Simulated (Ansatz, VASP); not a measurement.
WC in VASP and in Ansatz

File INCAR:

```
  PREC = Accurate
  ENCUT = 520
  EDIFF = 1E-8
  ISMEAR = -1
  SIGMA = 0.05
  LREAL = False
  LASPH = True
  NELM = 100
  ALGO = Normal
  ISIF = 2
  LWAVE = False
  LCHARG = False
  GGA = PS
  LEFG = True
  NBANDS = 16
```

The input KPOINTS:

```
Automatic mesh
0
Gamma
  13 13 12
```

Contents of POSCAR:

```
WC
1.0
    2.8424914073      0.0000000000      0.0000000000
   -1.4212457036      2.4616697688      0.0000000000
    0.0000000000      0.0000000000      2.8290000000
W C
1 1
Direct
    0.0000000000      0.0000000000      0.0000000000
    0.6666666667      0.3333333333      0.5000000000
```

Input for Ansatz:

```yaml
crystal:
  lattice:
    - [2.8424914073, 0.0, 0.0]
    - [-1.4212457036, 2.4616697688, 0.0]
    - [0.0, 0.0, 2.829]
  atoms:
    - { symbol: W, position: [0.0, 0.0, 0.0] }
    - { symbol: C, position: [0.6666666667, 0.3333333333, 0.5] }
kpoints:
  mp_grid: { grid: [13, 13, 12] }
scf:
  occupations: { method: fermi_dirac, width: 0.05 }
hamiltonian:
  xc: pbesol
  pseudopotentials: { kind: all_electron, datasets: crystal }
output:
  forces: true
  stress: true
  eigenvalues: true
  efg: { contact_densities: true }
```

Change from the starting cell: equal xx and yy strain of -2 %, crystal datasets.

Alike in both runs: task electric field gradients; functional PBEsol; k mesh 13 × 13 × 12; occupations fermi-dirac, width 0.05 eV; no spin polarisation.

|  | VASP | Ansatz |
| --- | --- | --- |
| version | VASP 6.6.1 | Ansatz 0.2.0 |
| potentials or method | VASP PAW PBE potentials, release 64 (W_sv, C) | all-electron PAW with datasets made for the crystal, scalar-relativistic |
| plane-wave cutoff (eV) | 520 | see its input |

Ansatz gave:

* pressure (GPa): 16.2
* largest component of the traceless stress (GPa): 9.27
* Vzz of the field gradient on the site that differs most (V/Å²): -110.4

Q: Estimate VASP's values.

A: Pressure (GPa): 17.8; largest component of the traceless stress (GPa): 9.02; Vzz of the field gradient on the site that differs most (V/Å²): -123.4.

Ansatz ran all-electron here, so the differences hold the error of VASP's frozen core and of both bases. Ansatz warned: «gradients_without_spin_orbit».

Caveats: so large a pressure means that the cell lies far from this level's equilibrium, or that cutoff or potentials fall short (VASP); the potentials were made for another functional, which shifts forces and pressure (VASP). Spin-orbit coupling is left out, which matters for the levels of W.
